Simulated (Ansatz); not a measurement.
# TiO2: the cost of one run

Method: DFT PBEsol, scalar-relativistic, plane waves, PAW, in Ansatz 0.2.0.

1 further run of the same task is left out (set aside as unsound or not needed).

## 1. Starting point

It takes space group P-3m1 (No. 164, trigonal). The conventional cell has a = 3.627 Å, b = 3.627 Å, c = 5.887 Å, α = 90.00°, β = 90.00°, γ = 120.00°. Zr (site symmetry -3m) has 6 S at 2.55 Å as nearest neighbours. Around S (site symmetry 3m) lie 3 Zr at 2.55 Å.

Structure file:

```
Zr S
1.0
     3.62737    0.00000    0.00000
    -1.81369    3.14140    0.00000
     0.00000    0.00000    5.88676
Zr S
1 2
Direct
  0.00000 0.00000 0.00000
  0.66667 0.33333 0.75316
  0.33333 0.66667 0.24684
```

It goes back to an entry of the Materials Project.

It is the result of an earlier relaxation at this level (volume 22.36 Å³/atom; gap on the mesh: 0.77 eV).

## 2. S → O, Zr → Ti: the starting cell

TiO2 starts from the relaxed positions of ZrS2, with all lengths scaled by 0.835, a guess from tabulated radii. Atoms that may carry a moment start with parallel spins.

## 3. Quick check of gap, pressure and forces (TiO2)

input.yaml

```yaml
crystal:
  lattice:
    - [3.0277407991, 0.0, 0.0]
    - [-1.5138703995, 2.6221004481, 0.0]
    - [0.0, 0.0, 4.9136360273]
  atoms:
    - { symbol: Ti, position: [0.0, 0.0, 0.0], spin: 1.0 }
    - { symbol: O, position: [0.6666666667, 0.3333333333, 0.7531560895] }
    - { symbol: O, position: [0.3333333333, 0.6666666667, 0.2468439105] }
basis:
  ecutwfc: 420
kpoints:
  mp_grid: { grid: [6, 6, 4] }
hamiltonian:
  xc: pbesol
scf:
  occupations: { method: gaussian, width: 0.1 }
  lower_state_search: "off"
output:
  forces: true
  stress: true
  eigenvalues: true
  populations: true
magnetization:
  spin_polarized: true
```

The run is started by

```console
$ ansatz run input.yaml --threads 1 --pin off --max-ram 2560MiB --backend cpu --events-out ev --progress --plain --runs-dir out
```

Q: Estimate wall time and peak memory on 1 thread of Intel Xeon Platinum 8175M at 2.50GHz (Skylake/Cascade Lake), shared host.

About 4.9 s, with a peak of 0.36 GiB.
